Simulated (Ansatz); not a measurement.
# GaP: single point with PBE

**The experiment to reproduce.**

From “Stacking defects in GaP nanowires: Electronic structure and optical properties”, 2018, arxiv:1810.01194, for a bulk crystal of GaP at 10 K: band gap 2.34 eV (indirect).

Crystal: GaP.

```xyz
2
Lattice="0.0000 2.7252 2.7252 2.7252 0.0000 2.7252 2.7252 2.7252 0.0000" Properties=species:S:1:pos:R:3 pbc="T T T"
Ga    0.0000    0.0000    0.0000
P     4.0879    4.0879    4.0879
```

```json
{
  "Program": "Ansatz 0.2.0",
  "Task": "single point",
  "Functional": "PBE",
  "Potentials or basis": "Ansatz PAW",
  "Cutoff": "420 eV (not typed: the program's choice for these potentials)",
  "k mesh": "8 × 8 × 8",
  "Occupations": "gaussian, width 0.023 eV",
  "Spin": "no spin polarisation"
}
```

| Quantity | Value |
| --- | --- |
| Pressure | 2.5 GPa |
| Band gap on the k mesh | 1.64 eV, indirect (least direct gap 1.83 eV) |

Levels at points of the mesh, in eV from the valence-band top:
```csv
k point,band 5,band 6,band 7,band 8,band 9,band 10,band 11,band 12,band 13
"(0.00, 0.00, 0.00)",-14.43,-12.49,0.00,0.00,0.00,1.83,3.89,3.89,3.89
"(0.00, 0.00, -0.50)",-14.42,-10.43,-6.63,-1.12,-1.12,1.67,4.71,4.71,8.28
"(0.00, -0.50, -0.50)",-14.41,-9.53,-6.75,-2.68,-2.68,1.65,1.82,10.58,10.58
```

Wall time 3 s on 2 threads of Intel(R) Xeon(R) Processor @ 2.50GHz (Skylake/Cascade Lake) (shared host), peak memory 0.33 GiB.

Measured gap of GaP: 2.34 eV (indirect; 10 K; quoted in “Stacking defects in GaP nanowires: Electronic structure and optical properties”, 2018, arxiv:1810.01194). This calculation gives 1.64 eV (-0.70 eV). Spin-orbit coupling on Ga is left out. The value is that of PBE on a finite k mesh, which can miss the band edges, without temperature or zero-point motion. Semilocal functionals fall short of measured gaps as a rule.
